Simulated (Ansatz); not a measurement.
## Equation of state of InP₃

A database entry relaxed whole under r2SCAN (R-3m):

```xyz
8
Lattice="3.7427 2.1609 3.3675 -3.7427 2.1609 3.3675 0.0000 -4.3217 3.3675" Properties=species:S:1:pos:R:3 pbc="T T T"
In    0.0000    0.0000    2.7334
In    0.0000    0.0000    7.3690
P     2.0716   -1.1960    6.2010
P     0.0000    2.3920    6.2010
P    -2.0716   -1.1960    6.2010
P    -2.0716    1.1960    3.9014
P     2.0716    1.1960    3.9014
P     0.0000   -2.3920    3.9014
```

The cell was scaled uniformly, its shape held, and the atoms relaxed at each volume with plane-wave PAW DFT (Ansatz 0.2.0; r2SCAN, 500 eV, 6×6×6 Γ-centred mesh, fermi-dirac occupations of width 0.100 eV; no spin, no spin-orbit coupling). One row is withheld.

```tsv
volume (Å³/atom)	energy over the lowest (meV/atom)	pressure (GPa)
19.200	15.9	4.48
19.609	?	?
20.017	1.6	1.33
20.426	0.0	0.00
20.834	1.5	-1.16
21.243	5.9	-2.20
21.651	12.8	-3.13
```

Question: Fit the pressures of the other rows to the third-order Birch-Murnaghan form.

Answer: With f = [(V₀/V)^(2/3) − 1]/2 and P = 3B₀f(1 + 2f)^(5/2)[1 + 3(B₀′ − 4)f/2], least squares gives V₀ = 20.43 Å³ an atom, B₀ = 62 GPa and B₀′ = 4.9; the rows miss the fit by 0.01 GPa. The slope of the energies differs from these pressures by 0.05 GPa, since they are taken to zero smearing while pressures follow the free energy.

Question: What does the withheld row hold?

Answer: The fit gives 2.81 GPa at 19.609 Å³; the run gave 2.82 GPa and 6.8 meV an atom.

Caveats: the shape of the cell was held, so B₀ is an upper bound where the axes differ in stiffness; 0 K, fixed nuclei; the symmetry was kept, and this need not be the phase that is stable at 0 K; one mesh for all volumes; pressure is positive in compression.
